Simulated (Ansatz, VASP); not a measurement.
**One calculation of BN, two programs**

INCAR

```
SYSTEM = BN
PREC = Accurate ; ENCUT = 520
EDIFF = 1E-6 ; ISMEAR = 0
SIGMA = 0.05 ; LREAL = .False.
LASPH = .True. ; NELM = 100
ALGO = Normal ; ISIF = 2
LWAVE = .False. ; LCHARG = .False.
GGA = PE ; NBANDS = 16
```

KPOINTS

```
Automatic mesh
0
Gamma
  6 6 6
  0 0 0
```

The input POSCAR:

```
BN
1.0
    0.0000000000     -1.8123937734     -1.7640028597
   -1.7640028597      0.0000000000     -1.7640028597
    1.7640028597      1.8123937734     -3.5280057193
B N
2 2
Direct
    0.0000000000      0.0000000000      0.0000000000
    0.5000000000      0.5000000000      0.5000000000
    0.3750000000      0.3750000000      0.8750000000
    0.8750000000      0.8750000000      0.3750000000
```

Input for Ansatz:

```yaml
crystal:
  lattice:
    - [0.0, -1.8123937734, -1.7640028597]
    - [-1.7640028597, 0.0, -1.7640028597]
    - [1.7640028597, 1.8123937734, -3.5280057193]
  atoms:
    - { symbol: B, position: [0.0, 0.0, 0.0] }
    - { symbol: B, position: [0.5, 0.5, 0.5] }
    - { symbol: "N", position: [0.375, 0.375, 0.875] }
    - { symbol: "N", position: [0.875, 0.875, 0.375] }
basis:
  ecutwfc: 520.0
kpoints:
  mp_grid: { grid: [6, 6, 6] }
hamiltonian:
  xc: pbe
scf:
  occupations: { method: gaussian, width: 0.05 }
output:
  forces: true
  stress: true
  eigenvalues: true
```

Change from the starting cell: mode 4 frozen in at +0.000 Å, equal normal strain along x and y -0.0267.

Alike in both runs: task single point; functional PBE; k mesh 6 × 6 × 6; occupations gaussian, width 0.05 eV; no spin polarisation.

|  | VASP | Ansatz |
| --- | --- | --- |
| version | VASP 6.6.1 | Ansatz 0.2.0 |
| potentials or method | VASP PAW PBE potentials, release 64 (B, N) | scalar-relativistic, plane waves, PAW |
| plane-wave cutoff (eV) | 520 | 520 |
| valence electrons in the cell | 16 | 16 |

```tsv
	VASP	Ansatz	Ansatz less VASP
gap on the k mesh at the Fermi level (eV)	4.25	4.26	+0.013
least direct gap on the mesh (eV)	6.15	6.17	+0.015
pressure (GPa)	22.6	22.2	-0.36
largest component of the traceless stress (GPa)	12.03	12.02	-0.007
```

Caveats: the k mesh is coarse (spacing up to 0.49 Å⁻¹), so the values aren't converged; so large a pressure means that the cell lies far from this level's equilibrium, or that cutoff or potentials fall short (VASP). A k mesh can miss the band edges.
